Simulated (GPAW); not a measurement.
# BaTiO3: dielectric tensor with PBE

BaTiO3:

```
Ba Ti O
1.0
     2.82737    1.63238    2.31839
    -2.82737    1.63238    2.31839
     0.00000   -3.26476    2.31839
Ba Ti O
1 1 3
Direct
  0.00000 0.00000 0.00000
  0.48450 0.48450 0.48450
  0.50860 0.01750 0.50860
  0.01750 0.50860 0.50860
  0.50860 0.50860 0.01750
```

```yaml
Program: GPAW 26.7.0
Task: dielectric tensor
Functional: PBE
Potentials_or_basis: GPAW PAW data sets (gpaw-data 1.2.1)
Cutoff: 600 eV
Basis: pw
k_mesh: 6 × 6 × 6
Occupations: fermi-dirac, width 0.001 eV
Spin: no spin polarisation
Response_ecut: 80 eV
Maxiter: 150
Response_k_mesh: 12 × 12 × 12
Response_bands: 60
Kernels: "[\"RPA\", \"LR0.2\", \"Bootstrap\"]"
Coarser_k_mesh: 8 × 8 × 8
```

| Property | Result |
| --- | --- |
| Band gap on the k mesh | 2.42 eV, indirect (least direct gap 2.80 eV) |
| Electronic dielectric tensor (diagonal) | 5.44, 5.44, 5.02 |

Electronic dielectric tensor:
```
5.44 0.00 0.00
0.00 5.44 0.00
0.00 0.00 5.02
```

Run time: 10 min on 1 thread of AMD EPYC 7R43 64-Core Processor (Zen 3) (shared host), peak memory 1.2 GiB.

Caveat: the long-wavelength limit can be off by several per cent where d states take part; spin-orbit coupling is left out, which moves the levels of the heavy elements. A k mesh can miss the band edges.
